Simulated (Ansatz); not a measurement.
The polar optical mode of CaSe at 1 GPa, worked through

Computed with Ansatz, DFT LDA, scalar-relativistic, plane waves, PAW. Plane waves to 420 eV; Γ-centred k mesh 8×8×8; fixed occupations. No spin polarisation. Phonons by linear response, acoustic sum rule imposed.

The cell, relaxed at 1 GPa:
```yaml
crystal:
  lattice:
    - [0.00000, 2.87957, 2.87957]
    - [2.87957, 0.00000, 2.87957]
    - [2.87957, 2.87957, 0.00000]
  atoms:
    - { symbol: Ca, position: [0.00000, 0.00000, 0.00000] }
    - { symbol: Se, position: [0.50000, 0.50000, 0.50000] }
```

Linear response gives ν_TO = 198.2 cm⁻¹, Born charges ±2.346 e (positive on Ca) and ε∞ = 6.079. The primitive cell holds 47.754 Å³, and the masses are 40.078 and 78.971 amu.

Q: Find ν_LO and the static dielectric constant.

A: The long-wave field adds a restoring force: ω_LO² − ω_TO² = Z*²e²/(ε_vac ε∞ μV). In these units ν_LO² − ν_TO² = 4.92064×10⁷ Z*²/(μ V ε∞) cm⁻², with μ = m₁m₂/(m₁ + m₂) = 26.586 amu: 35078 cm⁻². So ν_LO = √(198.2² + 35078) = 272.7 cm⁻¹, and the run gives 272.7. Lyddane–Sachs–Teller then gives ε0 = ε∞ (ν_LO/ν_TO)² = 11.51, against 11.51 in the run (it forms both from the same three quantities, so the match checks the arithmetic only). Between ν_TO and ν_LO the dielectric function is negative and an undamped crystal reflects fully: a reststrahlen band from 36.7 to 50.5 μm.

Q: What do the Clausius–Mossotti polarisability and the Szigeti charge come to?

A: With the Lorentz local field, α = (3V/4π)(ε∞ − 1)/(ε∞ + 2) = 7.17 Å³ for the pair, and e_S = 3Z*/(ε∞ + 2) = 0.87 e. The Born charge includes the electrons' response to the dipole's own local field, and e_S takes that enhancement out. The Lorentz field assumes point-like polarisable ions, a poor picture once ε∞ is this large, since the electron clouds then overlap or are shared, so both numbers are formal here.

Q: How strongly does a slow electron couple to the LO mode?

A: For one isotropic parabolic band, Fröhlich's constant is α_F = (1/ε∞ − 1/ε0) √(m* Ry/ħω_LO), with Ry = 13.606 eV, ħω_LO = 33.8 meV and m* in free-electron masses: α_F = 0.0776 × 20.06 × √m* = 1.56 √m*. The band mass isn't part of this run; for m* = 0.1, 0.3 and 1 it gives 0.49, 0.85, 1.56. In weak coupling the polaron lies α_F ħω_LO below the band edge (29 meV at m* = 0.3) with a mass m*(1 + α_F/6); past α_F of about 5 or 6 that expansion fails. A semilocal functional's ε∞ tends to be too large, which taken alone lowers α_F.